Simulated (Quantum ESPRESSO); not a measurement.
## InP in Quantum ESPRESSO: the effect of functional

InP:

```
CELL_PARAMETERS angstrom
0.00000 2.93050 2.93050
2.93050 0.00000 2.93050
2.93050 2.93050 0.00000
ATOMIC_POSITIONS crystal
In 0.00000 0.00000 0.00000
P 0.75000 0.75000 0.75000
```

Alike in all runs:

- Program: Quantum ESPRESSO 7.5
- Task: dielectric tensor
- Cutoff: 762 eV
- Density cutoff: 6095 eV
- k mesh: 6 × 6 × 6, shifted
- Occupations: fermi-dirac, width 0.05 eV
- Spin: no spin polarisation

```csv
functional,potentials or basis,pressure (GPa),dielectric constant (mean)
LDA,GBRV 1.5 LDA,-1.4,12.00
PBE,GBRV 1.5 PBE,3.1,10.96
PBEsol,GBRV 1.5 PBEsol,0.4,11.45
WC,GBRV 1.5 PBE,0.6,11.65
BLYP,GBRV 1.5 PBE,6.6,11.15
AM05,GBRV 1.5 PBE,?,?
```

Question: What does the run with functional AM05 give?

Answer: Pressure 0.8 GPa; dielectric constant 11.23 mean.

Caveats: the potentials were made for another functional, which shifts forces and pressure (some runs); the cell is more than 3 GPa from zero pressure, which shifts response properties (some runs).
